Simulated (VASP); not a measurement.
# BaTe (P6_3/mmc) in VASP: a series of runs

One crystal, BaTe, is run at these levels: PBE, r2SCAN; tasks: single point.

All numbers are computed with VASP 6.6.1; they aren't measurements. Logs are shortened: lines on timing, memory, paths and dates and some standing lists are left out, and cuts for length are marked.

### 1 The cell of the first run

The structure is hexagonal, space group P6_3/mmc (No. 194). The conventional cell has a = 5.846 Å, b = 5.846 Å, c = 7.035 Å, α = 90.00°, β = 90.00°, γ = 120.00°. Ba (site symmetry -6m2) is surrounded by 5 Te at 3.38 to 3.52 Å. Te (site symmetry -6m2) has 5 Ba at 3.38 to 3.52 Å as nearest neighbours.

The cell was built by a generator and needn't be a form met in nature.

### 2 Single point, PBE (epitaxial_xy strain -2.1%)

INCAR reads:

```
PREC = Accurate
ENCUT = 520
EDIFF = 1E-6
ISMEAR = -1
SIGMA = 0.02
LREAL = F
LASPH = T
NELM = 60
ALGO = Fast
ISIF = 2
LWAVE = F
LCHARG = T
GGA = PE
LELF = T
LVHAR = T
NBANDS = 24
```

KPOINTS reads:

```
Automatic mesh
0
Gamma
  6 6 4
```

POSCAR reads:

```
BaTe
1.0
    5.8461693382      0.0000000000      0.0000000000
   -2.9230846691      5.0629311617      0.0000000000
    0.0000000000      0.0000000000      7.0354395630
Ba Te
2 2
Direct
    0.3333333333      0.6666666667     -0.0625000000
    0.6666666667      0.3333333333      0.4375000000
    0.3333333333      0.6666666667      0.4375000000
    0.6666666667      0.3333333333      0.9375000000
```

Potentials or basis: VASP PAW PBE potentials, release 64 (Ba_sv, Te).

Started as:

```console
> cat potpaw_PBE.64/Ba_sv/POTCAR potpaw_PBE.64/Te/POTCAR > POTCAR
> mpirun -np 1 vasp_std > vasp.out
```

OUTCAR:

```text
PREC = Accurate
   ENCUT = 520
   EDIFF = 1E-6
   ISMEAR = -1
   LREAL = F
   LASPH = T
   NELM = 60
   ISIF = 2
   GGA = PE

 ion  position               nearest neighbor table
   1  0.333  0.667  0.938-   4 3.38   4 3.38   4 3.38   3 3.52   3 3.52
   2  0.667  0.333  0.438-   3 3.38   3 3.38   3 3.38   4 3.52   4 3.52
   3  0.333  0.667  0.438-   2 3.38   2 3.38   2 3.38   1 3.52   1 3.52
   4  0.667  0.333  0.938-   1 3.38   1 3.38   1 3.38   2 3.52   2 3.52

  LATTYP: Found a hexagonal cell.
 ALAT       =     5.8461693382
 C/A-ratio  =     1.2034272625

  Lattice vectors:

 A1 = (   5.8461693382,   0.0000000000,   0.0000000000)
 A2 = (  -2.9230846691,   5.0629311617,   0.0000000000)
 A3 = (   0.0000000000,   0.0000000000,   7.0354395630)

Analysis of symmetry for initial positions (statically):
=====================================================================
 Subroutine PRICEL returns:
 Original cell was already a primitive cell.

 Routine SETGRP: Setting up the symmetry group for a
 hexagonal supercell.

 Subroutine GETGRP returns: Found 24 space group operations
 (whereof  6 operations were pure point group operations)
 out of a pool of 24 trial point group operations.

The static configuration has the point symmetry C_3v.
 The point group associated with its full space group is D_6h.

Analysis of symmetry for dynamics (positions and initial velocities):
=====================================================================
 Subroutine PRICEL returns:
 Original cell was already a primitive cell.

 Routine SETGRP: Setting up the symmetry group for a
 hexagonal supercell.

 Subroutine GETGRP returns: Found 24 space group operations
 (whereof  6 operations were pure point group operations)
 out of a pool of 24 trial point group operations.

The dynamic configuration has the point symmetry C_3v.
 The point group associated with its full space group is D_6h.

 Subroutine INISYM returns: Found 24 space group operations
 (whereof  6 operations are pure point group operations),
 and found     1 'primitive' translations

----------------------------------------------------------------------------------------

[... 88 lines left out ...]
   LSORBIT =      F    spin-orbit coupling
   LASPH  =      T    aspherical Exc in radial PAW
   ENCUT  =  520.0 eV  38.22 Ry    6.18 a.u.  10.87 10.87 13.08*2*pi/ulx,y,z
   NELM   =     60;   NELMIN=  2; NELMDL= -5     # of ELM steps
   EDIFF  = 0.1E-05   stopping-criterion for ELM
   LREAL  =      F    real-space projection
   EDIFFG = 0.1E-04   stopping-criterion for IOM
   NSW    =      0    number of steps for IOM
   IBRION =     -1    ionic relax: 0-MD 1-quasi-New 2-CG
   NFREE  =      0    steps in history (QN), initial steepest desc. (CG)
   ISIF   =      2    stress and relaxation
   ISYM   =      2    0-nonsym 1-usesym 2-fastsym
   POTIM  = 0.5000    time-step for ionic-motion
   TEBEG  =    0.0;   TEEND  =   0.0 temperature during run
   PSTRESS=    0.0 pullay stress
   NELECT =      32.0000    total number of electrons
   NUPDOWN=      -1.0000    fix difference up-down
   EMIN   =  10.00;   EMAX   =-10.00  energy-range for DOS
   EFERMI =   0.00;   METHOD = LEGACY
   ISMEAR =    -1;   SIGMA  =   0.02  broadening in eV -4-tet -1-fermi 0-gaus
   EFERMI_NEDOS =   21; number of points for ismear=-14 and -15
   IALGO  =     68    algorithm
   IMIX   =      4    mixing-type and parameters
     AMIX     =   0.40;   BMIX     =  1.00
     AMIX_MAG =   1.60;   BMIX_MAG =  1.00
  volume/ion in A,a.u.               =      52.06       351.32
  Fermi-wavevector in a.u.,A,eV,Ry     =   0.876873  1.657049 10.461600  0.768906
  Thomas-Fermi vector in A             =   1.996743
   LORBIT       =      0    0 simple, 1 ext, 2 COOP (PROOUT), +10 PAW based schemes
   GGA     = PE    functional components
   LHFCALC =     F    Hartree Fock is set to
   AEXX    =    0.0000 exact exchange contribution
   IVDW    =     0    specifies the selected vdW correction
   LEPSILON=     F    determine dielectric tensor
   LRPA    =     F    only Hartree local field effects (RPA)
 non-spin polarized calculation
 RMM-DIIS sequential band-by-band and
  energy-cutoff  :      520.00
  volume of cell :      208.24
 maximum number of plane-waves:      5632
 NGX is ok and might be reduce to    48
   NGX = 21   NGY = 21   NGZ = 27

 number of electron      31.9999999 magnetization

 Free energy of the ion-electron system (eV)
  ---------------------------------------------------
  ext. energy  EPLUGINS =         0.00000000
  ---------------------------------------------------
  free energy    TOTEN  =       -16.73092631 eV

  energy without entropy =      -16.73092631  energy(sigma->0) =      -16.73092631

 E-fermi :   1.6269     XC(G=0):  -7.2272

 val. band max:        1.1798543279   @ k =   0.0000   0.0000   0.0000
 cond. band min:       3.0391063146   @ k =   0.3333   0.3333   0.0000
 fundamental gap:      1.8592519867
 Fermi energy:         1.6269085687

 k-point     1 :       0.0000    0.0000    0.0000
  band No.  band energies     occupation
      1     -25.9642      2.00000
      2     -25.9478      2.00000
      3     -11.2891      2.00000
      4     -11.2379      2.00000
      5     -11.2379      2.00000
      6     -11.1680      2.00000
[... 556 lines left out ...]
     23       6.1888      0.00000
     24       6.2017      0.00000

------------------------ aborting loop because EDIFF is reached ----------------------------------------

  FORCE on cell =-STRESS in cart. coord.  units (eV):
  Direction    XX          YY          ZZ          XY          YZ          ZX
  --------------------------------------------------------------------------------------
  -------------------------------------------------------------------------------------
  Total        2.0055824      2.0055824      0.4139152     -0.0000000      0.0000000      0.0000000
  in kB       15.4307288     15.4307288      3.1846178     -0.0000000      0.0000000      0.0000000
  external PRESSURE =      11.3486918 kB  Pullay stress =       0.0000000 kB

 VOLUME and BASIS-vectors are now :
 -----------------------------------------------------------------------------
  energy-cutoff  :      520.00
  volume of cell :      208.24
      direct lattice vectors                 reciprocal lattice vectors
     5.846169338  0.000000000  0.000000000     0.171052178  0.098757021  0.000000000
    -2.923084669  5.062931162  0.000000000     0.000000000  0.197514042  0.000000000
     0.000000000  0.000000000  7.035439563     0.000000000  0.000000000  0.142137530

 POSITION                                       TOTAL-FORCE (eV/Angst)
 -----------------------------------------------------------------------------------
     -0.00000      3.37529      6.59572         0.000000     -0.000000      0.000000
      2.92308      1.68764      3.07800        -0.000000      0.000000     -0.000000
     -0.00000      3.37529      3.07800         0.000000      0.000000      0.000000
      2.92308      1.68764      6.59572        -0.000000     -0.000000      0.000000
 -----------------------------------------------------------------------------------
    total drift:                               -0.000000      0.000000      0.000003

  FREE ENERGIE OF THE ION-ELECTRON SYSTEM (eV)
  ---------------------------------------------------
  free  energy   TOTEN  =       -16.7309263142 eV

  energy  without entropy=      -16.7309263142  energy(sigma->0) =      -16.73092631
```

OSZICAR:

```text
N       E                     dE             d eps       ncg     rms          rms(c)
DAV:   1     0.224617250989E+03    0.22462E+03   -0.12258E+04  1008   0.108E+03
DAV:   2     0.422986544725E+01   -0.22039E+03   -0.20963E+03  1320   0.207E+02
DAV:   3    -0.161976687850E+02   -0.20428E+02   -0.20315E+02  1416   0.700E+01
DAV:   4    -0.172643388283E+02   -0.10667E+01   -0.10657E+01  1648   0.134E+01
DAV:   5    -0.172792122541E+02   -0.14873E-01   -0.14872E-01  1264   0.179E+00    0.538E+00
RMM:   6    -0.167741573587E+02    0.50505E+00   -0.66124E-01  1051   0.238E+00    0.343E+00
RMM:   7    -0.167187635176E+02    0.55394E-01   -0.11134E+00  1340   0.322E+00    0.146E+00
RMM:   8    -0.167159454258E+02    0.28181E-02   -0.92984E-02  1195   0.132E+00    0.594E-01
RMM:   9    -0.167245745583E+02   -0.86291E-02   -0.21096E-02  1332   0.730E-01    0.189E-01
RMM:  10    -0.167296761713E+02   -0.51016E-02   -0.78259E-03  1342   0.381E-01    0.764E-02
RMM:  11    -0.167305890444E+02   -0.91287E-03   -0.33863E-03  1432   0.221E-01    0.692E-02
RMM:  12    -0.167308560547E+02   -0.26701E-03   -0.18218E-03  1482   0.119E-01    0.374E-02
RMM:  13    -0.167309008958E+02   -0.44841E-04   -0.51715E-04  1626   0.616E-02    0.209E-02
RMM:  14    -0.167309182263E+02   -0.17330E-04   -0.15162E-04  1553   0.308E-02    0.111E-02
RMM:  15    -0.167309213057E+02   -0.30795E-05   -0.54389E-05  1440   0.250E-02    0.112E-02
RMM:  16    -0.167309245489E+02   -0.32432E-05   -0.22910E-05  1345   0.141E-02    0.584E-03
RMM:  17    -0.167309258043E+02   -0.12554E-05   -0.80732E-06  1174   0.921E-03    0.302E-03
RMM:  18    -0.167309263142E+02   -0.50995E-06   -0.34170E-06   980   0.551E-03
   1 F= -.16730926E+02 E0= -.16730926E+02  d E =-.128429E-11
```

It took 4.9 min on 1 thread of Intel Xeon Platinum 8375C at 2.90GHz (Ice Lake), shared host; peak memory 0.4 GiB.

What came out:

- Free energy: -16.7309 eV
- Pressure: 1.1 GPa
- Band gap on the k mesh: 1.86 eV, indirect (least direct gap 2.11 eV)

Caveat: spin-orbit coupling is left out, which moves the levels of the heavy elements. A k mesh can miss the band edges.

### 3 Single point, r2SCAN (epitaxial_xy strain -2.1%)

POSCAR is that of step 2.

INCAR.step1 reads:

```
SYSTEM = BaTe
ALGO = Normal
EDIFF = 1E-4
ENCUT = 520
GGA = PE
ISMEAR = 0
LASPH = .TRUE.
LCHARG = .FALSE.
LREAL = .FALSE.
LWAVE = .TRUE.
NBANDS = 24
NELM = 80
PREC = Accurate
SIGMA = 0.01
```

INCAR.step2 reads:

```
SYSTEM = BaTe
ALGO = Normal
EDIFF = 1E-7
ENCUT = 520
ISIF = 2
ISMEAR = 0
ISTART = 1
LASPH = .TRUE.
LCHARG = .TRUE.
LELF = .TRUE.
LMIXTAU = .TRUE.
LREAL = .FALSE.
LVHAR = .TRUE.
LWAVE = .FALSE.
METAGGA = R2SCAN
NBANDS = 24
NELM = 80
PREC = Accurate
SIGMA = 0.01
```

KPOINTS reads:

```
k-points
0
G
  6 6 4
  0 0 0
```

Potentials or basis: VASP PAW PBE potentials, release 64 (Ba_sv, Te).

Started as:

```console
> cat potpaw_PBE.64/Ba_sv/POTCAR potpaw_PBE.64/Te/POTCAR > POTCAR
> cp INCAR.step1 INCAR
> mpirun -np 1 vasp_std > vasp.out
> cp INCAR.step2 INCAR
> mpirun -np 1 vasp_std > vasp.out
```

OUTCAR:

```text
SYSTEM = BaTe
   EDIFF = 1E-7
   ENCUT = 520
   ISIF = 2
   ISMEAR = 0
   ISTART = 1
   LASPH = .TRUE.
   LREAL = .FALSE.
   METAGGA = R2SCAN
   NELM = 80
   PREC = Accurate

 ion  position               nearest neighbor table
   1  0.333  0.667  0.938-   4 3.38   4 3.38   4 3.38   3 3.52   3 3.52
   2  0.667  0.333  0.438-   3 3.38   3 3.38   3 3.38   4 3.52   4 3.52
   3  0.333  0.667  0.438-   2 3.38   2 3.38   2 3.38   1 3.52   1 3.52
   4  0.667  0.333  0.938-   1 3.38   1 3.38   1 3.38   2 3.52   2 3.52

  LATTYP: Found a hexagonal cell.
 ALAT       =     5.8461693382
 C/A-ratio  =     1.2034272625

  Lattice vectors:

 A1 = (   5.8461693382,   0.0000000000,   0.0000000000)
 A2 = (  -2.9230846691,   5.0629311617,   0.0000000000)
 A3 = (   0.0000000000,   0.0000000000,   7.0354395630)

Analysis of symmetry for initial positions (statically):
=====================================================================
 Subroutine PRICEL returns:
 Original cell was already a primitive cell.

 Routine SETGRP: Setting up the symmetry group for a
 hexagonal supercell.

 Subroutine GETGRP returns: Found 24 space group operations
 (whereof  6 operations were pure point group operations)
 out of a pool of 24 trial point group operations.

The static configuration has the point symmetry C_3v.
 The point group associated with its full space group is D_6h.

Analysis of symmetry for dynamics (positions and initial velocities):
=====================================================================
 Subroutine PRICEL returns:
 Original cell was already a primitive cell.

 Routine SETGRP: Setting up the symmetry group for a
 hexagonal supercell.

 Subroutine GETGRP returns: Found 24 space group operations
[... 118 lines left out ...]
   EFERMI =   0.00;   METHOD = LEGACY
   ISMEAR =     0;   SIGMA  =   0.01  broadening in eV -4-tet -1-fermi 0-gaus
   EFERMI_NEDOS =   21; number of points for ismear=-14 and -15
   IALGO  =     38    algorithm
   IMIX   =      4    mixing-type and parameters
     AMIX     =   0.40;   BMIX     =  1.00
     AMIX_MAG =   1.60;   BMIX_MAG =  1.00
  volume/ion in A,a.u.               =      52.06       351.32
  Fermi-wavevector in a.u.,A,eV,Ry     =   0.876873  1.657049 10.461600  0.768906
  Thomas-Fermi vector in A             =   1.996743
   LORBIT       =      0    0 simple, 1 ext, 2 COOP (PROOUT), +10 PAW based schemes
   METAGGA = R2SCAN    functional components
   LHFCALC =     F    Hartree Fock is set to
   AEXX    =    0.0000 exact exchange contribution
   IVDW    =     0    specifies the selected vdW correction
   LEPSILON=     F    determine dielectric tensor
   LRPA    =     F    only Hartree local field effects (RPA)
 non-spin polarized calculation
 Gauss-broadening in eV      SIGMA  =   0.01
  energy-cutoff  :      520.00
  volume of cell :      208.24
 maximum number of plane-waves:      5632
 NGX is ok and might be reduce to    48
   NGX = 21   NGY = 21   NGZ = 27

 number of electron      31.9999999 magnetization

 Free energy of the ion-electron system (eV)
  ---------------------------------------------------
  ext. energy  EPLUGINS =         0.00000000
  ---------------------------------------------------
  free energy    TOTEN  =      -111.39540254 eV

  energy without entropy =     -111.39540254  energy(sigma->0) =     -111.39540254

 E-fermi :   0.9954     XC(G=0):  -7.6178

 val. band max:        0.9514493798   @ k =   0.0000   0.0000   0.0000
 cond. band min:       3.1591876226   @ k =   0.3333   0.3333   0.0000
 fundamental gap:      2.2077382428
 Fermi energy:         0.9954479538

 k-point     1 :       0.0000    0.0000    0.0000
  band No.  band energies     occupation
      1     -26.9818      2.00000
      2     -26.9642      2.00000
      3     -11.8845      2.00000
      4     -11.8323      2.00000
      5     -11.8323      2.00000
      6     -11.7617      2.00000
[... 556 lines left out ...]
     23       6.4977      0.00000
     24       6.4977      0.00000

------------------------ aborting loop because EDIFF is reached ----------------------------------------

  FORCE on cell =-STRESS in cart. coord.  units (eV):
  Direction    XX          YY          ZZ          XY          YZ          ZX
  --------------------------------------------------------------------------------------
  -------------------------------------------------------------------------------------
  Total        2.0553924      2.0553924      0.4170400     -0.0000000      0.0000000      0.0000000
  in kB       15.8139613     15.8139613      3.2086594     -0.0000000      0.0000000      0.0000000
  external PRESSURE =      11.6121940 kB  Pullay stress =       0.0000000 kB

 VOLUME and BASIS-vectors are now :
 -----------------------------------------------------------------------------
  energy-cutoff  :      520.00
  volume of cell :      208.24
      direct lattice vectors                 reciprocal lattice vectors
     5.846169338  0.000000000  0.000000000     0.171052178  0.098757021  0.000000000
    -2.923084669  5.062931162  0.000000000     0.000000000  0.197514042  0.000000000
     0.000000000  0.000000000  7.035439563     0.000000000  0.000000000  0.142137530

 POSITION                                       TOTAL-FORCE (eV/Angst)
 -----------------------------------------------------------------------------------
     -0.00000      3.37529      6.59572        -0.000000      0.000000      0.000000
      2.92308      1.68764      3.07800         0.000000     -0.000000     -0.000000
     -0.00000      3.37529      3.07800         0.000000     -0.000000     -0.000000
      2.92308      1.68764      6.59572        -0.000000      0.000000      0.000000
 -----------------------------------------------------------------------------------
    total drift:                               -0.000000      0.000000      0.000051

  FREE ENERGIE OF THE ION-ELECTRON SYSTEM (eV)
  ---------------------------------------------------
  free  energy   TOTEN  =      -111.3954025392 eV

  energy  without entropy=     -111.3954025392  energy(sigma->0) =     -111.39540254
```

OUTCAR.step1:

```text
SYSTEM = BaTe
   EDIFF = 1E-4
   ENCUT = 520
   GGA = PE
   ISMEAR = 0
   LASPH = .TRUE.
   LREAL = .FALSE.
   NELM = 80
[... 792 lines left out ...]
      2.92308      1.68764      3.07800        -0.000000      0.000000      0.000000
     -0.00000      3.37529      3.07800        -0.000000      0.000000      0.000000
      2.92308      1.68764      6.59572         0.000000      0.000000      0.000000
 -----------------------------------------------------------------------------------
    total drift:                               -0.000000      0.000000      0.000003

  FREE ENERGIE OF THE ION-ELECTRON SYSTEM (eV)
  ---------------------------------------------------
  free  energy   TOTEN  =       -16.7309225261 eV

  energy  without entropy=      -16.7309225261  energy(sigma->0) =      -16.73092253
```

OSZICAR.step1:

```text
N       E                     dE             d eps       ncg     rms          rms(c)
DAV:   1     0.224619344757E+03    0.22462E+03   -0.12258E+04  1008   0.108E+03
DAV:   2     0.422986544725E+01   -0.22039E+03   -0.20960E+03  1320   0.207E+02
DAV:   3    -0.161976687850E+02   -0.20428E+02   -0.20315E+02  1416   0.700E+01
DAV:   4    -0.172643388283E+02   -0.10667E+01   -0.10657E+01  1648   0.134E+01
DAV:   5    -0.172792122541E+02   -0.14873E-01   -0.14872E-01  1264   0.179E+00    0.538E+00
DAV:   6    -0.167812140288E+02    0.49800E+00   -0.73959E-01  1432   0.284E+00    0.365E+00
DAV:   7    -0.167041789436E+02    0.77035E-01   -0.59206E-01  1280   0.278E+00    0.126E+00
DAV:   8    -0.167205129533E+02   -0.16334E-01   -0.74810E-02  1248   0.121E+00    0.332E-01
DAV:   9    -0.167264982991E+02   -0.59853E-02   -0.10701E-02  1272   0.457E-01    0.175E-01
DAV:  10    -0.167286896133E+02   -0.21913E-02   -0.10452E-03  1136   0.129E-01    0.698E-02
DAV:  11    -0.167308016808E+02   -0.21121E-02   -0.29836E-03  1136   0.192E-01    0.483E-02
DAV:  12    -0.167309076753E+02   -0.10599E-03   -0.19145E-04  1144   0.559E-02    0.129E-02
DAV:  13    -0.167309225261E+02   -0.14851E-04   -0.32955E-05   904   0.252E-02
   1 F= -.16730923E+02 E0= -.16730923E+02  d E =-.162745E-55
```

Run time: 18 min. Hardware: 1 thread of Intel Xeon Platinum 8375C at 2.90GHz (Ice Lake), shared host; peak memory 0.44 GiB.

Results:

```
Free energy            : -111.3954 eV
Pressure               : 1.2 GPa
Band gap on the k mesh : 2.21 eV, indirect (least direct gap 2.46 eV)
```

Stress tensor (GPa, compression positive):
```
1.58 0.00 0.00
0.00 1.58 0.00
0.00 0.00 0.32
```

Caveat: the PAW data sets were made with another functional, which shifts forces and pressure a little; spin-orbit coupling is left out, which moves the levels of the heavy elements.
